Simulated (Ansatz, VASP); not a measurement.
**Se: VASP beside Ansatz**

```
CELL_PARAMETERS angstrom
1.93185 -1.11536 3.15764
0.00000 2.23071 3.15764
-1.93185 -1.11536 3.15764
ATOMIC_POSITIONS crystal
Se 0.25000 0.25000 0.25000
Se 0.75000 0.75000 0.75000
```

Change from the starting cell: volume scaled by 0.9, PAW files.

Alike in both runs: task single point; functional PBE; k mesh 13 × 13 × 13; occupations fermi-dirac, width 0.08 eV; no spin polarisation.

|  | VASP | Ansatz |
| --- | --- | --- |
| version | VASP 6.6.1 | Ansatz 0.2.0 |
| potentials or method | VASP PAW PBE potentials, release 64 (Se) | PAW with Ansatz's default frozen-core files, scalar-relativistic |
| plane-wave cutoff (eV) | 520 | 420 |
| valence electrons in the cell | 12 | 32 |

|  | VASP | Ansatz | Ansatz less VASP |
| --- | --- | --- | --- |
| pressure (GPa) | 9.4 | 9.4 | -0.07 |

The two sets of potentials don't hold the same shells in valence.
